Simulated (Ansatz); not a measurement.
## WS2 — field gradients at the nuclei

The cell is an entry of the Crystallography Open Database (COD) whose atoms were relaxed with PBE, the cell held.

```cif
data_structure
_symmetry_space_group_name_H-M 'P 1'
_symmetry_Int_Tables_number 1
_cell_length_a 6.4274
_cell_length_b 6.4274
_cell_length_c 6.4274
_cell_angle_alpha 28.443
_cell_angle_beta 28.443
_cell_angle_gamma 28.443
_cell_volume 53.23
loop_
_atom_site_label
_atom_site_type_symbol
_atom_site_fract_x
_atom_site_fract_y
_atom_site_fract_z
_atom_site_occupancy
W1 W 0.00066 0.00066 0.00066 1
S2 S 0.24886 0.24886 0.24886 1
S3 S 0.41917 0.41917 0.41917 1
```

Atom numbers follow the list; atoms alike are taken as one site, whose name carries the number of the first.

All values are calculated (Ansatz; DFT, r2SCAN, plane waves and PAW, scalar-relativistic, collinear spin, 500 eV cutoff, Γ-centred 16×16×16 k-points, Fermi–Dirac smearing 0.02 eV), not measured. Start moments as typed (μB): 2 on each W, none on the rest.

V_zz is the principal component of the electric field gradient with the largest magnitude, η = (V_xx − V_yy)/V_zz and C_Q = eQV_zz/h.

S-33: I = 3/2, Q = -69.40 mb. Quadrupole moments are those of Pyykkö's year-2017 table.

(1) Give the quadrupolar parameters of the distinct sites.

## Answers

(1) 

| site | atoms (order as listed) | first shell | V_zz (10²¹ V/m²) | η | C_Q (MHz) |
| --- | --- | --- | --- | --- | --- |
| W | 1 | 6 S at 2.41 Å | -16.72 | 0.00 | – |
| S2 | 2 | 3 W at 2.41 Å; also 7 S at 3.15–3.16 Å | -4.50 | 0.00 | 7.55 |
| S3 | 3 | 3 W at 2.41 Å; also 7 S at 3.15–3.16 Å | -4.31 | 0.00 | 7.24 |

An axis of threefold or higher order runs through W, S2 and S3, so V_zz lies along it and η is zero.

W has no stable isotope with a ground-state quadrupole moment in the table, so no C_Q is given.

The largest force is 0.3 eV/Å, so the atoms aren't at the calculated equilibrium and relaxing them would move these values. The program didn't check the stability of this electronic state in full, so a lower one may lie near. Without spin–orbit coupling the gradients at and beside W can be off by some per cent, at some sites by more. The start moments die out, and the run ends without spin.
